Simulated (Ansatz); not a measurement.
A nudged elastic band was laid between two geometries of a periodic cell of 17 atoms, Si16H (host Si, host structure diamond, interstitial H), cell charge +1.

Level of theory: DFT PBE, scalar-relativistic, plane waves, PAW (Ansatz). Settings: cutoff 420 eV, k mesh 2x2x2, gaussian smearing 0.02 eV, no spin polarisation.

- movable images: 3
- climbing image: yes
- spring: 5.0 eV/Å²
- optimiser: lbfgs
- start path: IDPP
- force threshold: 0.05 eV/Å
- iteration limit: 74
- end points: relaxed

Image 0:

```xyz
17
Lattice="0.0000 5.4300 5.4300 5.4300 0.0000 5.4300 5.4300 5.4300 0.0000" Properties=species:S:1:pos:R:3
Si 0.011 -0.031 0.006
Si 1.337 1.337 1.370
Si 2.823 2.684 0.146
Si 4.126 4.126 1.467
Si 2.645 -0.138 2.634
Si 3.952 1.179 4.080
Si 5.260 2.470 2.629
Si 6.954 4.164 4.321
Si 0.014 2.670 2.759
Si 1.356 4.019 4.115
Si 2.725 5.409 2.831
Si 4.099 6.778 4.137
Si 2.721 2.651 5.429
Si 4.094 3.967 6.793
Si 5.416 5.427 5.522
Si 6.853 6.736 6.839
H 5.985 2.927 3.986
```

Image 4:

```xyz
17
Lattice="0.0000 5.4300 5.4300 5.4300 0.0000 5.4300 5.4300 5.4300 0.0000" Properties=species:S:1:pos:R:3
Si 0.009 -0.048 0.043
Si 1.344 1.336 1.368
Si 2.834 2.549 0.014
Si 4.081 4.010 1.358
Si 2.656 0.070 2.837
Si 4.078 1.346 4.186
Si 5.386 2.651 2.746
Si 6.959 3.828 3.983
Si 0.018 2.703 2.733
Si 1.349 4.030 4.119
Si 2.705 5.321 2.723
Si 4.137 6.661 3.997
Si 2.702 2.713 5.494
Si 3.960 4.055 6.947
Si 5.262 5.522 5.675
Si 6.822 6.768 6.861
H 6.138 4.228 5.304
```

Task: What changes between the two ends?

Result: Contacts lost: Si7–H17. Contacts made: Si15–H17. The atom that moves furthest is H17, by 1.86 Å.

Task: What energy profile does the band end with?

Result: The forces met the threshold. The highest image is number 2 of 0 to 4, 0.40 eV above the ends, which have the same energy within 2 meV. By the program's own check the climbing image is of a kind that is not told: the force calls were inconclusive, a negative curvature could not be distinguished from the path's own, the only one lies far off the path, or fixed occupations may fill a level only in part (lowest curvatures found: -1.89 and 0.46 eV/Å²). Limits of this set-up: coarse k mesh, charged cell in a uniform background, uncorrected.

```tsv
image	path coordinate (Å)	energy (eV)	Si7–H17 (Å)	Si15–H17 (Å)
0	0.00	0.00	1.61	2.99
1	0.70	0.02	1.63	2.61
2	1.40	0.40	2.02	2.02
3	2.18	0.01	2.68	1.62
4	2.96	0.00	3.10	1.61
```

Task: What is the geometry of the highest image?

Result: 
```xyz
17
Lattice="0.0000 5.4300 5.4300 5.4300 0.0000 5.4300 5.4300 5.4300 0.0000" Properties=species:S:1:pos:R:3:forces:R:3
Si 0.023 -0.057 0.045 0.01 0.00 0.00
Si 1.361 1.316 1.403 0.00 -0.01 0.00
Si 2.791 2.619 0.100 0.00 0.00 0.00
Si 4.149 4.021 1.429 -0.01 0.00 -0.01
Si 2.726 -0.026 2.742 0.00 -0.01 0.01
Si 4.097 1.299 4.130 0.00 -0.01 0.00
Si 5.472 2.604 2.752 -0.01 0.00 -0.01
Si 6.907 3.995 4.151 -0.01 0.00 0.00
Si 0.023 2.673 2.776 0.01 0.00 0.00
Si 1.388 4.022 4.127 0.01 0.00 0.00
Si 2.783 5.346 2.803 0.00 0.01 -0.01
Si 4.149 6.720 4.129 -0.01 0.01 0.00
Si 2.755 2.677 5.469 0.01 0.00 0.00
Si 4.097 4.016 6.848 0.00 0.00 0.01
Si 5.473 5.393 5.542 -0.02 0.01 0.01
Si 6.909 6.723 6.853 0.00 0.00 0.00
H 5.303 3.720 4.427 0.02 0.01 -0.01
```

Time of the run: 11 min on 1 thread of Arm Neoverse V1, on a shared host, peak memory 0.75 GiB.
